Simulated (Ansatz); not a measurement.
# PbS (Cmcm) in Ansatz: a series of runs

The runs below take PbS through band structure, with PBE0, r2SCAN50, HSE03.

All numbers are computed with Ansatz 0.2.0; they aren't measurements. Logs are shortened: lines on timing, memory, paths and dates and some standing lists are left out, and cuts for length are marked.

### 1 Starting point

The structure is orthorhombic, space group Cmcm (No. 63). The conventional cell has a = 4.160 Å, b = 11.983 Å, c = 4.279 Å, α = 90.00°, β = 90.00°, γ = 90.00°. Pb (site symmetry m2m) has 5 S at 2.69 to 2.99 Å as nearest neighbours. S (site symmetry m2m) is surrounded by 5 Pb at 2.69 to 2.99 Å.

Measurements of this composition are mostly on another form, of space group No. 225.

### 2 Band structure, PBE0

The input, input.yaml:

```yaml
crystal:
  lattice:
    - [2.079952695, -5.991296865, 0.0]
    - [2.079952695, 5.991296865, 0.0]
    - [0.0, 0.0, 4.27932094]
  atoms:
    - { symbol: Pb, position: [0.13056335, 0.86943665, 0.25] }
    - { symbol: Pb, position: [0.86943665, 0.13056335, 0.75] }
    - { symbol: S, position: [0.35479709, 0.64520291, 0.25] }
    - { symbol: S, position: [0.64520291, 0.35479709, 0.75] }
hamiltonian:
  xc: pbe0
  pseudopotentials: { kind: paw }
kpoints:
  mp_grid: { grid: [4, 4, 3] }
  band_path:
    path:
      - [[0.0, 0.0, 0.0], [0.2801304242, 0.2801304242, 0.0], [0.0, 0.5, 0.0], [0.0, 0.5, 0.5], [0.2801304242, 0.2801304242, 0.5], [0.0, 0.0, 0.5], [0.0, 0.0, 0.0], [-0.5, 0.5, 0.0], [-0.2801304242, 0.7198695758, 0.0], [-0.2801304242, 0.7198695758, 0.5], [-0.5, 0.5, 0.5], [-0.5, 0.5, 0.0]]
      - [[0.0, 0.0, 0.5], [-0.5, 0.5, 0.5]]
    npoints: 4
scf:
  occupations: { method: fermi_dirac, width: 0.05 }
  n_extra_bands: 10
output:
  forces: true
  stress: true
  eigenvalues: true
  fatbands: false
  write_density: true
  write_potential: true
  elf: true
  volumetric_format: npy
```

Potentials or basis: Ansatz PAW.

Run with:

```sh
$ ansatz run input.yaml --threads 2 --pin off --max-ram 5632MiB --backend cpu --events-out ev --progress --plain --runs-dir out
```

What it wrote:

```text
Warning: output.stress: scf.convergence.dr2_threshold = 1e-7 eV (the SCF's general default) is looser than the 4e-10 eV advised for a printed stress (1e-10 eV for each atom of the cell: 4). What an SCF threshold leaves in a stress goes as its square root, and in the free energy as the threshold itself, and one threshold admits the most on a small cell: of the crystals measured, under no hybrid functional and no lock of the moments, on runs that ended without the residual-converged pass, on stresses that held no estimate of that error, the worst erred by over 100 MPa in a component at 1e-7 eV an atom and by under 5 at 1e-10. Set scf.convergence.dr2_threshold to 4e-10 eV or tighter. The threshold is an SCF's pass mark: one that does not reach it within its budget of iterations ends unconverged, or closes short of it on a stop that the run arms, and scf.convergence.dr2_threshold's page says what that costs each kind of run
Warning: output.stress: scf.exx.energy_threshold = 1e-6 eV is looser than the 4e-8 eV advised for a stress under a hybrid functional (1e-8 eV for each atom of the cell: 4). Every SCF of the exchange loop can meet its threshold on dr2 while the loop round them stops early: no threshold on dr2 bounds what that leaves in the stress. Set scf.exx.energy_threshold to 4e-8 eV or tighter. The threshold is the loop's pass mark: a loop that does not reach it within its budget of cycles ends unconverged, and scf.exx.energy_threshold's page has the law
Warning: RAYON_NUM_THREADS=2 ignored (pool sized by the plan → 2); use --threads N
scf.n_extra_bands = 10 over 20 filled bands (N_el = 40.0): the run solves 30 bands
Engine: ansatz 0.2.0, x86_64-unknown-linux-gnu
Pseudopotentials: kind: paw
Pseudopotential: Pb, paw, valence charge 14, recommended cutoff 420 eV (normal), Pb.paw.azcp
Pseudopotential: S, paw, valence charge 6, recommended cutoff 420 eV (normal), S.paw.azcp
Functional definition: PBE0
  parameter a = 0.25
  parameter kappa = 0.804
  parameter beta = 0.06672455060314922
  exchange = (1 - a)*pbe_x(kappa = kappa, mu = beta*pi^2/3) + a*exact_x
  correlation = pbe_c(beta = beta)
Crystal: 4 atoms, lattice volume = 106.654 Å³
Basis set: ecut = 420 eV, 2077 PW (Γ), exchange–correlation on 90×90×60 points (8 copies of the dense FFT grid, shifted against one another)
Bands: 30, of which v1, the nominal top of the filled ones, is band 20 counted from 1 (19 counted from 0)
Symmetry: 8 space group operations
Space group: Cmcm (ITA 63), of the structure as read, at distance tolerance 4.7e-5 Å
k-points: 14 of 48
Non-local potential: Pb, projectors of the file, l = 0: 2, l = 1: 2, l = 2: 2, l = 3: 2
Non-local potential: S, projectors of the file, l = 0: 2, l = 1: 2, l = 2: 2
PAW form: soft (Blöchl's): semilocal exchange-correlation on the pseudo side does not see the compensation charge
PAW frozen core: Pb, regenerated for the run's functional, and the local potential with it (the file was generated under x = pbe(κ = 0.804, μ = 0.2195149727645171), c = pbe(β = 0.06672455060314922))
PAW frozen core: S, regenerated for the run's functional, and the local potential with it (the file was generated under x = pbe(κ = 0.804, μ = 0.2195149727645171), c = pbe(β = 0.06672455060314922))
PAW one-centre angular grid: Pb, 590 points (default); XC on 64 Gauss nodes
PAW one-centre angular grid: S, 110 points (default); XC on 64 Gauss nodes
Initial density: superposition of atomic densities (neutral atoms: chi_scale 0, normalization atom), corrected by the library's trained network
Initial wavefunctions: pseudopotential atomic-orbital guess
Functional: x = pbe(κ = 0.804, μ = 0.2195149727645171), c = pbe(β = 0.06672455060314922), warm-up for x = 0.75 pbe(κ = 0.804, μ = 0.2195149727645171) + 0.25 exact, c = pbe(β = 0.06672455060314922)
SCF iter   1: F=—  HF=-25618.991404 eV  |F-HF|=—  |Δ(HF+E_count)|=         —  Δρ=1.13e-3  dr2=1.14e-3  ethr=1.77e-3  ⟨swp⟩=14.5  Hψ=2207  notcnv=0
preconditioner: auto → none  [insulator: Δε(μ)=1.218 eV  Ē_g=16.423 eV  σ=0.050 eV  W_gap=1.00  n_scr=26 (ndim 8)  ℏωp=22.7 eV  f_vac=0.000  D(μ)=0.00/eV (n_scr^D=0)]
SCF iter   2: F=—  HF=-25618.992148 eV  |F-HF|=—  |Δ(HF+E_count)|=   7.44e-4  Δρ=5.00e-4  dr2=1.86e-4  ethr=2.86e-6  ⟨swp⟩=3.7  Hψ=1125  notcnv=0  defer=2
SCF iter   3: F=-25618.992266 eV  HF=-25618.992338 eV  |F-HF|=7.18e-5  |Δ(HF+E_count)|=   1.90e-4  Δρ=1.86e-4  dr2=1.09e-4  ethr=4.66e-7  ⟨swp⟩=4.1  Hψ=983  notcnv=0  defer=1
SCF 1 stopped early in 3 iterations: F = -25618.992266 eV  dr2 = 1.09e-4
Initial density: handed on by an earlier stage of this run
Initial wavefunctions: those handed on with the density
Functional: x = 0.75 pbe(κ = 0.804, μ = 0.2195149727645171) + 0.25 exact, c = pbe(β = 0.06672455060314922)
Frozen-core exchange: fock
SCF iter   1: F=—  HF=-25621.582755 eV  |F-HF|=—  |Δ(HF+E_count)|=         —  Δρ=5.56e-3  dr2=2.82e-2  ethr=2.73e-6  ⟨swp⟩=8.1  Hψ=2096  notcnv=0
preconditioner: auto → none  [insulator: Δε(μ)=2.377 eV  Ē_g=19.119 eV  σ=0.050 eV  W_gap=1.00  n_scr=26 (ndim 8)  ℏωp=22.7 eV  f_vac=0.000  D(μ)=0.00/eV (n_scr^D=0)]
SCF iter   2: F=—  HF=-25621.574064 eV  |F-HF|=—  |Δ(HF+E_count)|=   8.69e-3  Δρ=2.06e-3  dr2=5.94e-3  ethr=2.73e-6  ⟨swp⟩=4.0  Hψ=1057  notcnv=0
SCF iter   3: F=—  HF=-25621.590166 eV  |F-HF|=—  |Δ(HF+E_count)|=   1.61e-2  Δρ=1.29e-3  dr2=2.75e-3  ethr=2.73e-6  ⟨swp⟩=4.0  Hψ=1147  notcnv=0
iter 4 solved again at ethr=1.25e-7 eV; its pass at ethr=2.73e-6 eV (dr2=5.00e-5 eV) is discarded
SCF iter   4: F=—  HF=-25621.589353 eV  |F-HF|=—  |Δ(HF+E_count)|=   8.13e-4  Δρ=2.02e-4  dr2=1.60e-4  ethr=1.25e-7  ⟨swp⟩=3.5  Hψ=1679  notcnv=0
SCF iter   5: F=—  HF=-25621.589814 eV  |F-HF|=—  |Δ(HF+E_count)|=   4.61e-4  Δρ=2.06e-4  dr2=8.03e-5  ethr=1.25e-7  ⟨swp⟩=4.0  Hψ=943  notcnv=0
SCF iter   6: F=—  HF=-25621.589795 eV  |F-HF|=—  |Δ(HF+E_count)|=   1.86e-5  Δρ=4.22e-5  dr2=8.63e-6  ethr=1.25e-7  ⟨swp⟩=3.1  Hψ=770  notcnv=0
SCF iter   7: F=-25621.589819 eV  HF=-25621.589822 eV  |F-HF|=3.26e-6  |Δ(HF+E_count)|=   2.70e-5  Δρ=4.57e-5  dr2=4.71e-6  ethr=2.94e-9  ⟨swp⟩=4.2  Hψ=1355  notcnv=0
SCF 2 stopped early in 7 iterations: F = -25621.589819 eV  dr2 = 4.71e-6
  Residual-converged pass: ⟨swp⟩=3.1  Hψ=928  notcnv=0  max |occ|·‖R‖ = 6.4e-6 eV (tolerance 6.7e-6 eV)  dr2=4.70e-6  dr2_onsite=9.07e-8  max |Δocc| = 2.1e-17
hybrid outer 1: dexx = +1.950e-2 eV, tail = 3.11e-5 eV
Frozen-core exchange: fock
SCF iter   1: F=—  HF=-25621.589621 eV  |F-HF|=—  |Δ(HF+E_count)|=         —  Δρ=3.39e-5  dr2=1.05e-6  ethr=3.89e-7  ⟨swp⟩=4.5  Hψ=900  notcnv=0
preconditioner: auto → none  [insulator: Δε(μ)=2.380 eV  Ē_g=19.112 eV  σ=0.050 eV  W_gap=1.00  n_scr=26 (ndim 8)  ℏωp=22.7 eV  f_vac=0.000  D(μ)=0.00/eV (n_scr^D=0)]
SCF iter   2: F=—  HF=-25621.589622 eV  |F-HF|=—  |Δ(HF+E_count)|=   9.62e-7  Δρ=1.46e-5  dr2=3.19e-7  ethr=2.35e-9  ⟨swp⟩=4.0  Hψ=1182  notcnv=0
SCF iter   3: F=—  HF=-25621.589622 eV  |F-HF|=—  |Δ(HF+E_count)|=   3.40e-8  Δρ=5.61e-6  dr2=2.14e-8  ethr=7.46e-10  ⟨swp⟩=3.1  Hψ=740  notcnv=0  defer=4
SCF iter   4: F=—  HF=-25621.589622 eV  |F-HF|=—  |Δ(HF+E_count)|=   7.56e-9  Δρ=2.91e-6  dr2=8.89e-9  ethr=4.85e-11  ⟨swp⟩=4.6  Hψ=1136  notcnv=0  defer=2
SCF iter   5: F=-25621.589622 eV  HF=-25621.589622 eV  |F-HF|=1.62e-9  |Δ(HF+E_count)|=   1.49e-9  Δρ=8.89e-7  dr2=2.18e-9  ethr=2.15e-11  ⟨swp⟩=3.5  Hψ=834  notcnv=0  defer=6
SCF 3 converged in 5 iterations: F = -25621.589622 eV  dr2 = 2.18e-9
  Residual-converged pass: ⟨swp⟩=3.9  Hψ=1007  notcnv=0  max |occ|·‖R‖ = 6.3e-7 eV (tolerance 6.3e-7 eV)  dr2=2.30e-9  dr2_onsite=4.01e-11  max |Δocc| = 1.8e-19
hybrid outer 2: dexx = +6.627e-7 eV, tail = 1.22e-8 eV, Δε = 3.31e-3 eV (about 8.32e-5 eV left of the loop's levels), ΔF = 1.24e-2 eV/Å (tail 1.20e-3)
Frozen-core exchange: fock
SCF iter   1: F=—  HF=-25621.589622 eV  |F-HF|=—  |Δ(HF+E_count)|=         —  Δρ=1.10e-6  dr2=3.02e-9  ethr=1.53e-10  ⟨swp⟩=6.5  Hψ=1123  notcnv=0
SCF iter   2: F=-25621.589622 eV  HF=-25621.589622 eV  |F-HF|=5.89e-10  |Δ(HF+E_count)|=  3.89e-10  Δρ=5.23e-7  dr2=7.58e-10  ethr=7.48e-12  ⟨swp⟩=4.0  Hψ=959  notcnv=0
SCF 4 converged in 2 iterations: F = -25621.589622 eV  dr2 = 7.58e-10
  Residual-converged pass: ⟨swp⟩=3.0  Hψ=928  notcnv=0  max |occ|·‖R‖ = 5.9e-7 eV (tolerance 6.5e-7 eV)  dr2=7.98e-10  dr2_onsite=1.32e-11  max |Δocc| = 1.2e-20
hybrid outer 3: dexx = +3.475e-10 eV, tail = 1.54e-9 eV, Δε = 2.35e-5 eV (about 1.33e-5 eV left of the loop's levels), ΔF = 2.13e-4 eV/Å (tail 4.67e-4)
NSCF: frozen V_eff on 50 k-points
hybrid SCF converged: 3 outer / 14 inner (+3 warm-up), last move |dexx| = 3.47e-10 eV, tail = 1.54e-9 eV
Stability not checked: this state was not tested for a lower state beside it, because the functional holds exact exchange (a hybrid, or Hartree-Fock), whose exchange loop this test does not read (fock_operator; see scf.lower_state_search)
Free energy (F): -25621.589622 eV
Frozen-core exchange: fock
Harris-Foulkes:  -25621.589622 eV  (|F-HF|=5.89e-10)
Internal energy: -25621.589622 eV  (E = F + TS)
E sigma→0 (E₀):  -25621.589622 eV
Fermi energy:    7.944279 eV
--- Per-component energies (eV) ---
  E_band       = -200.786331
  E_kinetic    = 785.604153
  E_local      = -2523.216758  (includes V_loc(G=0)·N_el)
  E_nonlocal   = 757.226456
  E_hartree    = 986.983781
  E_xc         = -488.830194
  E_vxc        = -339.486591  (∫ρ·V_xc dr)
  E_exx        = -101.492153  (= α·E_x^exact, valence–valence)
  E_paw        = -22059.180534  (= ΣΔE_a)
  E_vpaw       = -651.897090  (= ΣTr[D̂ρ^β])
  E_aug_tail   = 0.000100  (compensation charges beyond the density's cutoff)
  E_ewald      = -2979.245620
  E_core_change = 0.561147  (= ΣΔE_core)
  E_smearing   = -0.000000  (= −TS)
  E_closure    = 0.000000  (closes the sum)
  Σ components = -25621.589622   (vs F -25621.589622, Δ=3.64e-12)
--- Forces (eV/Å), atoms counted from 1 ---
  atom   1  Pb     0.00000000    -0.13673327     0.00000000
  atom   2  Pb     0.00000000     0.13673327     0.00000000
  atom   3  S      0.00000000     0.05011688     0.00000000
  atom   4  S      0.00000000    -0.05011688     0.00000000
  max |Σ_I F_I| component: 6.94e-18 eV/Å
--- Stress (GPa, compression-positive) ---
       -0.568549       0.000000       0.000000
        0.000000      -0.321378       0.000000
        0.000000       0.000000      -0.390282
  P = ⅓ Tr σ = -0.4267 GPa (-4.267 kbar)
--- Band table (eV; the first three rows and the last of 14) ---
  k-point 0: bands = ["-11.4259", "-11.3055", "-11.2930", "-11.2905", "-11.2655", "-11.2638", "-11.2574", "-11.2297", "-11.2152", "-11.1746", "-7.7390", "-5.8045", "-0.5328", "0.4825", "1.9810", "3.3722", "3.9766", "4.7819", "4.9762", "6.1105", "12.8224", "12.9250", "13.2088", "13.9654", "14.1902", "14.2450", "14.5507", "15.2650", "15.7049", "17.7652"]
  k-point 1: bands = ["-11.3673", "-11.3150", "-11.2937", "-11.2919", "-11.2849", "-11.2572", "-11.2503", "-11.2133", "-11.2113", "-11.2085", "-7.1012", "-5.9861", "-1.6644", "-0.9034", "2.7484", "4.3288", "4.8069", "5.3643", "5.9534", "6.3124", "10.6387", "10.7524", "11.1656", "11.8923", "13.3359", "13.4012", "15.8613", "17.2083", "17.7357", "18.6137"]
  k-point 2: bands = ["-11.3894", "-11.2971", "-11.2940", "-11.2848", "-11.2679", "-11.2654", "-11.2612", "-11.2367", "-11.2196", "-11.1811", "-7.3262", "-5.8668", "-1.4044", "-0.5530", "2.7023", "3.9879", "4.6142", "5.2957", "5.7858", "6.1543", "10.4140", "11.8270", "11.9224", "12.6169", "12.6313", "14.0436", "15.2710", "16.1757", "16.3576", "16.6713"]
  k-point 13: bands = ["-11.3750", "-11.3168", "-11.2901", "-11.2782", "-11.2682", "-11.2619", "-11.2338", "-11.2284", "-11.2232", "-11.2044", "-6.9099", "-6.1567", "-2.1995", "-1.2095", "4.5458", "4.8712", "4.8718", "5.5306", "6.0220", "6.7367", "9.3462", "9.7992", "11.5224", "12.0361", "12.3620", "12.8344", "16.1104", "16.5974", "16.6278", "17.2696"]
```

Wall time 15 min (2 threads of Intel Xeon at 2.50GHz (Skylake/Cascade Lake), shared host); peak memory 1.5 GiB.

What came out:

| Quantity | Value |
| --- | --- |
| Free energy | -25621.5896 eV |
| Pressure | -0.4 GPa |
| Largest force | 0.137 eV/Å |
| Band gap on the k mesh | 2.38 eV, indirect (least direct gap 2.61 eV) |
| Band gap along the path | 2.26 eV, indirect (least direct gap 2.32 eV) |

Forces in eV/Å, atoms in the order of the input:
```
Pb   0.000 -0.137  0.000
Pb   0.000  0.137  0.000
S    0.000  0.050  0.000
S    0.000 -0.050  0.000
```

Stress tensor (GPa, compression positive):
```
-0.57  0.00  0.00
 0.00 -0.32  0.00
 0.00  0.00 -0.39
```

Levels at the corners of the path, in eV from the valence-band top:
```csv
point,band 17,band 18,band 19,band 20,band 21,band 22,band 23,band 24
Γ,-2.88,-2.07,-1.88,-0.75,5.97,6.07,6.35,7.11
X,-1.72,-1.60,-0.80,-0.31,2.78,3.01,3.27,3.92
S,-1.73,-1.53,-0.48,-0.47,2.92,3.00,3.41,4.26
R,-3.70,-3.70,-1.80,-1.80,4.69,4.69,6.79,6.79
A,-3.30,-3.30,-1.82,-1.82,4.52,4.52,7.11,7.11
Z,-1.47,-1.47,-0.16,-0.16,2.88,2.88,4.00,4.00
Γ,-2.88,-2.07,-1.88,-0.75,5.97,6.07,6.35,7.11
Y,-2.30,-2.29,-1.70,-0.68,2.26,5.89,6.06,6.32
X1,-1.72,-1.60,-0.80,-0.31,2.78,3.01,3.27,3.92
A1,-3.30,-3.30,-1.82,-1.82,4.52,4.52,7.11,7.11
T,-1.57,-1.57,-0.46,-0.46,2.75,2.75,4.46,4.46
Y,-2.30,-2.29,-1.70,-0.68,2.26,5.89,6.06,6.32
Z,-1.47,-1.47,-0.16,-0.16,2.88,2.88,4.00,4.00
T,-1.57,-1.57,-0.46,-0.46,2.75,2.75,4.46,4.46
```

Caveat: the k mesh is coarse (spacing up to 0.49 Å⁻¹), so the values aren't converged, least of all with exact exchange; the k mesh misses the band edges, so the gap on the mesh is wider than the one along the path; spin-orbit coupling is left out, which as a rule narrows the gap of such compounds by several tenths of an eV; the PAW data sets come from PBE, with cores solved anew for the run's functional, which leaves a small shift of forces and pressure; the thresholds are loose for stress.

### 3 Band structure, r2SCAN50

Edit input.yaml of step 2 so:

```diff
@@ -11,3 +11,3 @@
 hamiltonian:
-  xc: pbe0
+  xc: r2scan50
   pseudopotentials: { kind: paw }
@@ -28,5 +28 @@
   fatbands: false
-  write_density: true
-  write_potential: true
-  elf: true
-  volumetric_format: npy
```

Potentials or basis: Ansatz PAW.

Run with:

```sh
$ ansatz run input.yaml --threads 2 --pin off --max-ram 5632MiB --backend cpu --events-out ev --progress --plain --runs-dir out
```

Run time: 20 min. Hardware: 2 threads of Intel Xeon at 2.50GHz (Skylake/Cascade Lake), shared host; peak memory 2.2 GiB.

The run converged. Its results:

| Property | Result |
| --- | --- |
| Free energy | -25644.6047 eV |
| Pressure | -1.6 GPa |
| Largest force | 0.320 eV/Å |
| Band gap on the k mesh | 3.73 eV, indirect (least direct gap 4.03 eV) |
| Band gap along the path | 3.60 eV, indirect (least direct gap 3.73 eV) |

Forces in eV/Å, atoms in the order of the input:
```
Pb   0.000 -0.320  0.000
Pb   0.000  0.320  0.000
S    0.000  0.303  0.000
S    0.000 -0.303  0.000
```

Stress tensor (GPa, compression positive):
```
-1.28  0.00  0.00
 0.00 -2.27  0.00
 0.00  0.00 -1.13
```

Levels at the corners of the path, in eV from the valence-band top:
```
point  band 18  band 19  band 20  band 21  band 22  band 23
    Γ    -2.40    -2.19    -0.89     7.48     7.74     8.05
    X    -1.90    -0.85    -0.34     4.17     4.45     4.69
    S    -1.81    -0.51    -0.51     4.33     4.39     4.84
    R    -4.17    -2.07    -2.07     6.22     6.22     8.55
    A    -3.72    -2.08    -2.08     6.05     6.05     8.75
    Z    -1.74    -0.16    -0.16     4.25     4.25     5.45
    Γ    -2.40    -2.19    -0.89     7.48     7.74     8.05
    Y    -2.56    -2.00    -0.79     3.60     7.56     7.56
   X1    -1.90    -0.85    -0.34     4.17     4.45     4.69
   A1    -3.72    -2.08    -2.08     6.05     6.05     8.75
    T    -1.84    -0.41    -0.41     4.13     4.13     5.95
    Y    -2.56    -2.00    -0.79     3.60     7.56     7.56
    Z    -1.74    -0.16    -0.16     4.25     4.25     5.45
    T    -1.84    -0.41    -0.41     4.13     4.13     5.95
```

Caveat: the k mesh is coarse (spacing up to 0.49 Å⁻¹), so the values aren't converged, least of all with exact exchange; the k mesh misses the band edges, so the gap on the mesh is wider than the one along the path; spin-orbit coupling is left out, which as a rule narrows the gap of such compounds by several tenths of an eV; the PAW data sets come from PBE, with cores solved anew for the run's functional, which leaves a small shift of forces and pressure; the thresholds are loose for stress.

[end of part 1 of 2]
